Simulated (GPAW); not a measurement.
## Mg: relaxation of cell and atoms with PBEsol+D4

Mg:

```
Mg
1.0
     3.20930    0.00000    0.00000
    -1.60465    2.77934    0.00000
     0.00000    0.00000    5.21030
Mg
2
Direct
  0.66667 0.33333 0.75000
  0.33333 0.66667 0.25000
```

```
Program             : GPAW 26.7.0
Task                : relaxation of cell and atoms
Functional          : PBEsol
Dispersion          : D4
Potentials or basis : PAW data sets generated in the run's folder for this functional
Cutoff              : 800 eV
Basis               : pw
k mesh              : 10 × 10 × 5
Occupations         : fermi-dirac, width 0.05 eV
Spin                : no spin polarisation
Maxiter             : 150
Optimizer           : LBFGS
Fmax                : 0.01 eV/Å
Max steps           : 100
Convergence         : density=1e-05 forces=0.0001
```

* Relaxed volume: 22.39 Å³/atom
* Relaxed cell: a = 3.139 Å, b = 3.139 Å, c = 5.246 Å, α = 90.00°, β = 90.00°, γ = 120.00°
* Space group after relaxing (to 0.05 Å): P6_3/mmc (No. 194)
* Energy gained by relaxing: -42.1 meV/atom
* Ionic steps: 9
* Pressure after relaxing: 0.0 GPa
* Band gap on the k mesh: none (metal or under the smearing width)
* Dispersion energy per atom: -0.045 eV

The path:
| step | energy change (eV) | largest force (eV/Å) | pressure (GPa) | volume (Å³) |
| --- | --- | --- | --- | --- |
| 1 | 0.0000 | 0.0000 | 3.07 | 46.47 |
| 2 | 0.0043 | 0.0000 | -2.01 | 46.92 |
| 3 | 0.0021 | 0.0000 | -1.89 | 46.75 |
| 4 | 0.0877 | 0.0000 | 0.73 | 43.90 |
| 5 | 0.0866 | 0.0000 | 0.20 | 44.49 |
| 6 | 0.0863 | 0.0000 | 0.10 | 44.60 |
| 7 | 0.0849 | 0.0000 | -0.15 | 44.91 |
| 8 | 0.0844 | 0.0000 | -0.13 | 44.90 |
| 9 | 0.0842 | 0.0000 | -0.03 | 44.78 |

Final structure:
```
Mg
1.0
     3.13949    0.00000    0.00000
    -1.56975    2.71888    0.00000
     0.00000    0.00000    5.24566
Mg
2
Cartesian
  1.5697 0.9063 3.9342
  0.0000 1.8126 1.3114
```

Levels at points of the mesh, in eV from the Fermi level:
```
           k point  band 7  band 8  band 9  band 10  band 11  band 12  band 13  band 14
(0.00, 0.00, 0.00)  -42.78  -42.78   -7.08    -1.92    -1.55    11.34    11.34    11.58
(0.50, 0.50, 0.00)  -42.79  -42.78   -2.16    -2.09     2.61     2.92     3.10     3.60
```

Wall time 5.1 min on 1 thread of Arm Neoverse V1, on a shared host, peak memory 0.41 GiB.

Caveat: later steps reuse the first step's grids; pairwise dispersion overbinds metals, which lowers pressure and volume.
